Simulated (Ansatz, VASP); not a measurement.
**SiC: VASP beside Ansatz**

```
Si C
1.0
     3.14990    0.00000    0.00000
    -1.57495    2.72789    0.00000
     0.00000    0.00000   10.34450
Si C
4 4
Cartesian
  1.5750 0.9093 9.7014
  0.0000 1.8186 4.5291
  0.0000 0.0000 7.1160
  0.0000 0.0000 1.9437
  1.5750 0.9093 7.7565
  0.0000 1.8186 2.5843
  0.0000 0.0000 5.1770
  0.0000 0.0000 0.0047
```

Alike in both runs: task single point; functional PBEsol; k mesh 12 × 12 × 4; occupations gaussian, width 0.05 eV; no spin polarisation.

|  | VASP | Ansatz |
| --- | --- | --- |
| version | VASP 6.6.1 | Ansatz 0.2.0 |
| potentials or method | VASP PAW PBE potentials, release 64 (Si, C) | scalar-relativistic, plane waves, PAW |
| plane-wave cutoff (eV) | 520 | 520 |
| valence electrons in the cell | 32 | 32 |

VASP gave:

- gap on the k mesh at the Fermi level (eV): 2.08
- least direct gap on the mesh (eV): 3.19
- pressure (GPa): -13.7
- largest component of the traceless stress (GPa): 0.85
- rms of the force components (eV/Å): 0.009

Q: Which values does Ansatz return?

A: gap on the k mesh at the Fermi level (eV): 2.08; least direct gap on the mesh (eV): 3.20; pressure (GPa): -14.0; largest component of the traceless stress (GPa): 0.84; rms of the force components (eV/Å): 0.008.

Atom by atom the forces differ by 0.001 eV/Å (rms over components). Ansatz warned: «pseudo_functional_mismatch».

Caveats: the PAW data sets were made with another functional, which shifts forces and pressure a little (VASP). PBEsol gaps usually lie below the measured ones, often by a third to a half. A k mesh can miss the band edges.
